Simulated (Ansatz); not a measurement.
# Ga, fcc: how the functional moves the structure

All rows: Ansatz, plane waves with scalar-relativistic PAW, 420 eV (500 eV for the SCAN forms), relaxed under each functional, no dispersion correction, no zero-point motion. B₀ comes from uniform scaling at fixed shape; a dash is a value not given.

| functional | V (Å³/atom) | cell | B₀ (GPa) | magnetic state | ΔE to alpha-Ga (Cmce) (meV/atom) |
| --- | --- | --- | --- | --- | --- |
| PBE | 18.98 | a = 4.234 Å | 49 | spin not included | 21 |
| r²SCAN | 17.92 | a = 4.154 Å | 62 | spin not included | 138 |
| PBEsol | 17.78 | a = 4.143 Å | 62 | spin not included | 18 |
| LDA | 17.19 | a = 4.096 Å | 67 | spin not included | 50 |
| revPBE | 19.50 | a = 4.273 Å | 46 | spin not included | 17 |
| RPBE | 19.68 | a = 4.286 Å | 44 | spin not included | 16 |
| BLYP | 21.61 | a = 4.422 Å | 31 | spin not included | 86 |

LDA gives the smallest volume and BLYP the largest.
